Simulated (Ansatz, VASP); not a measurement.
## C: VASP beside Ansatz

```xyz
2
Lattice="0.0000 1.7488 1.9730 1.7488 0.0000 1.9730 1.7488 1.7488 0.0000" Properties=species:S:1:pos:R:3 pbc="T T T"
C     1.7488    1.7488    1.9730
C     2.6232    2.6232    2.9595
```

Alike in both runs: task single point; functional LDA; k mesh 12 × 12 × 12; occupations gaussian, width 0.05 eV; no spin polarisation.

```csv
,VASP,Ansatz
version,VASP 6.6.1,Ansatz 0.2.0
potentials or method,"VASP PAW LDA potentials, release 64 (C)","scalar-relativistic, plane waves, PAW"
plane-wave cutoff (eV),520,520
valence electrons in the cell,8,8
```

|  | VASP | Ansatz | Ansatz less VASP |
| --- | --- | --- | --- |
| gap on the k mesh at the Fermi level (eV) | 2.54 | 2.54 | +0.007 |
| least direct gap on the mesh (eV) | 4.36 | 4.36 | -0.001 |

Ansatz warned: «pseudo_functional_mismatch».
